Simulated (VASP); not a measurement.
The system is Mn.

```xyz
4
Lattice="2.8767 0.0000 0.0000 -1.4384 2.4913 0.0000 0.0000 0.0000 7.8350" Properties=species:S:1:pos:R:3 pbc="T T T"
Mn    0.0000    0.0000    1.9588
Mn    0.0000    0.0000    5.8763
Mn    0.0000    1.6609    5.8763
Mn    1.4384    0.8304    1.9588
```

The cell was built by a generator and needn't be a form met in nature.

```yaml
Program: VASP 6.6.1
Task: relaxation of cell and atoms
Functional: PBE
Potentials_or_basis: VASP PAW PBE potentials, release 64 (Mn_pv)
Cutoff: 600 eV
k_mesh: 9 × 9 × 2
Occupations: gaussian, width 0.1 eV
Spin: no spin polarisation
```

At the start: pressure 163.4 GPa; volume 14.04 Å³/atom.

Q: How do energy, volume and symmetry change on relaxing?

A: Over 20 steps the energy falls by 5233.9 meV/atom and the volume is 13.00 Å³/atom (-7.4 %); space group P6_3/mmc (No. 194, to 0.05 Å).

Step by step:
| step | energy change (eV) | largest force (eV/Å) | pressure (GPa) | volume (Å³) |
| --- | --- | --- | --- | --- |
| 1 | 0.0000 | 0.0000 | 163.37 | 56.15 |
| 2 | 33.8564 | 0.0000 | -99.08 | 230.51 |
| 3 | -9.5222 | 0.0000 | -20.85 | 131.86 |
| 4 | -12.0833 | 0.0000 | -18.70 | 114.62 |
| 5 | -14.3433 | 0.0000 | 10.18 | 78.01 |
| 6 | -14.6103 | 0.0000 | -10.26 | 91.53 |
| 7 | -14.7880 | 0.0000 | -5.53 | 86.77 |
| 8 | -14.7964 | 0.0000 | -3.93 | 85.51 |
| 9 | -15.3000 | 0.0000 | -5.36 | 80.31 |
| 10 | -18.3989 | 0.0000 | -10.34 | 64.49 |
| 11 | 2.2566 | 0.0000 | 308.55 | 31.81 |
| 12 | -19.2510 | 0.0000 | -9.56 | 60.76 |
| 13 | -20.4559 | 0.0000 | 27.97 | 46.42 |
| 14 | -20.6866 | 0.0000 | 1.25 | 52.58 |
| 15 | -20.8210 | 0.0000 | 7.39 | 50.55 |
| 16 | -20.8273 | 0.0000 | 10.06 | 49.83 |
| 17 | -20.7482 | 0.0000 | 3.38 | 51.15 |
| 18 | -20.9033 | 0.0000 | 6.23 | 50.42 |
| 19 | -20.9227 | 0.0000 | -3.57 | 53.02 |
| 20 | -20.9355 | 0.0000 | 0.00 | 51.99 |

Final structure:
```cif
data_structure
_symmetry_space_group_name_H-M 'P 1'
_symmetry_Int_Tables_number 1
_cell_length_a 3.6936
_cell_length_b 3.6936
_cell_length_c 4.4001
_cell_angle_alpha 90.000
_cell_angle_beta 90.000
_cell_angle_gamma 120.000
_cell_volume 51.99
loop_
_atom_site_label
_atom_site_type_symbol
_atom_site_fract_x
_atom_site_fract_y
_atom_site_fract_z
_atom_site_occupancy
Mn1 Mn 0.00000 0.00000 0.25000 1
Mn2 Mn 0.00000 0.00000 0.75000 1
Mn3 Mn 0.33333 0.66667 0.75000 1
Mn4 Mn 0.66667 0.33333 0.25000 1
```

Caveat: the k mesh is coarse (spacing up to 0.40 Å⁻¹), so the values aren't converged; the run has no spin polarisation, though such a crystal can be magnetic.
